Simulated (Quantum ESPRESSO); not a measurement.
## CuO under changes of volume

One of the cells (12.605 Å³/atom); the others are scaled copies at fixed shape and fractional positions:

```xyz
4
Lattice="3.2880 0.0000 0.0000 -1.6440 2.8475 0.0000 0.0000 0.0000 5.3850" Properties=species:S:1:pos:R:3 pbc="T T T"
Cu    1.6440    0.9492    0.0000
Cu    0.0000    1.8983    2.6925
O     1.6440    0.9492    3.3667
O     0.0000    1.8983    0.6742
```

Measurements of this composition are mostly on another form, of space group No. 15.

```yaml
Program: Quantum ESPRESSO 7.5
Functional: LDA
Potentials_or_basis: GBRV 1.5 LDA
Cutoff: 762 eV
Density_cutoff: 6095 eV
k_mesh: 9 × 9 × 5
Occupations: fermi-dirac, width 0.05 eV
Spin: no spin polarisation
```

```csv
volume (Å³/atom),energy over the lowest point (meV/atom),pressure (GPa),largest force (eV/Å)
11.848,0.00,-14.3,0.093
12.100,23.75,-16.5,0.084
12.352,50.62,-18.3,0.075
12.605,80.20,-19.9,0.067
12.857,112.17,-21.3,0.059
13.109,?,?,?
13.361,181.97,-23.5,0.045
```

Task: What does the run at 13.109 Å³/atom give?

Result: Energy over the lowest point 146.18 meV/atom; pressure -22.5 GPa; largest force 0.052 eV/Å.

Worked out: A Birch-Murnaghan fit of order 3 (a polynomial in V^(-2/3)) to the other rows has no minimum within the range. It gives 146.15 meV/atom at 13.109 Å³/atom, against the run's 146.18, and -dE/dV = -22.2 GPa, against -22.5.

Energies are extrapolated to zero smearing.

Caveats: the run has no spin polarisation, though such a crystal can be magnetic.
